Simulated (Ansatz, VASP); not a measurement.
**One calculation of Al, two programs**

The input POSCAR:

```
Al
1.0
   -1.2250919225      1.6129588632      1.6129588632
    1.6129588632     -1.2250919225      1.6129588632
    1.6129588632      1.6129588632     -1.2250919225
Al
1
Direct
    0.0000000000      0.0000000000      0.0000000000
```

Contents of INCAR.step1:

```
SYSTEM = Al
PREC = Accurate ; ENCUT = 520
ISMEAR = 0 ; SIGMA = 0.15
LREAL = .FALSE. ; LASPH = .TRUE.
NELM = 100 ; NBANDS = 8
GGA = PE ; ALGO = Normal
EDIFF = 1E-4 ; LWAVE = .TRUE.
LCHARG = .FALSE.
```

Contents of INCAR.step2:

```
SYSTEM = Al
PREC = Accurate ; ENCUT = 520
EDIFF = 1E-7 ; ISMEAR = 0
SIGMA = 0.15 ; LREAL = .FALSE.
LASPH = .TRUE. ; NELM = 100
ALGO = Normal ; ISIF = 2
LWAVE = .FALSE. ; LCHARG = .FALSE.
METAGGA = R2SCAN ; LMIXTAU = .TRUE.
NBANDS = 8 ; ISTART = 1
```

The input KPOINTS:

```
regular mesh
0
G
  24 24 24
  0 0 0
```

Input for Ansatz:

```yaml
crystal:
  lattice:
    - [-1.2250919225, 1.6129588632, 1.6129588632]
    - [1.6129588632, -1.2250919225, 1.6129588632]
    - [1.6129588632, 1.6129588632, -1.2250919225]
  atoms:
    - { symbol: Al, position: [0.0, 0.0, 0.0] }
basis:
  ecutwfc: 500
kpoints:
  mp_grid: { grid: [24, 24, 24] }
hamiltonian:
  xc: r2scan
scf:
  occupations: { method: gaussian, width: 0.15 }
output:
  forces: true
  stress: true
  eigenvalues: true
```

Alike in both runs: task single point; functional r2SCAN; k mesh 24 × 24 × 24; occupations gaussian, width 0.15 eV; no spin polarisation.

```csv
,VASP,Ansatz
version,VASP 6.6.1,Ansatz 0.2.0
potentials or method,"VASP PAW PBE potentials, release 64 (Al)","scalar-relativistic, plane waves, PAW"
plane-wave cutoff (eV),520,500
valence electrons in the cell,3,3
```

Ansatz gave:

```
gap on the k mesh at the Fermi level (eV)       : none
pressure (GPa)                                  : 10.8
largest component of the traceless stress (GPa) : 5.42
```

Problem. Which values does VASP return?

Solution. gap on the k mesh at the Fermi level (eV): none; pressure (GPa): 10.5; largest component of the traceless stress (GPa): 5.39.

A gap of «none» marks a metal or a gap that the smearing closes.

Caveats: the PAW data sets were made with another functional, which shifts forces and pressure a little (VASP).
